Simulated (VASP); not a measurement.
As: single point with LDA

Sheet: As, a sheet with vacuum.

```
As
1.0
     3.60000    0.00000    0.00000
    -1.80000    3.11769    0.00000
     0.00000    0.00000   15.40000
As
2
Direct
  0.33333 0.66667 0.45455
  0.66667 0.33333 0.54545
```

The cell was built by a generator and needn't be a form met in nature.

| Property | Result |
| --- | --- |
| Program | VASP 6.6.1 |
| Task | single point |
| Functional | LDA |
| Potentials or basis | VASP PAW LDA potentials, release 64 (As) |
| Cutoff | 520 eV |
| k mesh | 12 × 12 × 1 |
| Occupations | gaussian, width 0.03 eV |
| Spin | no spin polarisation |

```yaml
Largest_force: 0.428 eV/Å
Band_gap_on_the_k_mesh: 1.51 eV, indirect (least direct gap 1.83 eV)
```

Forces on the atoms (eV/Å):
```
As   0.000  0.000  0.428
As   0.000  0.000 -0.428
```

Levels at points of the mesh, in eV from the valence-band top:
| k point | band 2 | band 3 | band 4 | band 5 | band 6 | band 7 | band 8 | band 9 |
| --- | --- | --- | --- | --- | --- | --- | --- | --- |
| (0.00, 0.00, 0.00) | -7.25 | -0.61 | 0.00 | 0.00 | 1.83 | 3.46 | 3.46 | 5.08 |
| (0.50, 0.00, 0.00) | -9.16 | -3.44 | -1.88 | -1.61 | 1.88 | 3.04 | 4.45 | 6.19 |

Wall time 42 s on 1 thread of Intel(R) Xeon(R) Platinum 8259CL CPU @ 2.50GHz (Skylake/Cascade Lake), with other jobs on the host, peak memory 0.22 GiB.

Expect the measured gap to be larger: semilocal functionals such as LDA lack the derivative discontinuity.
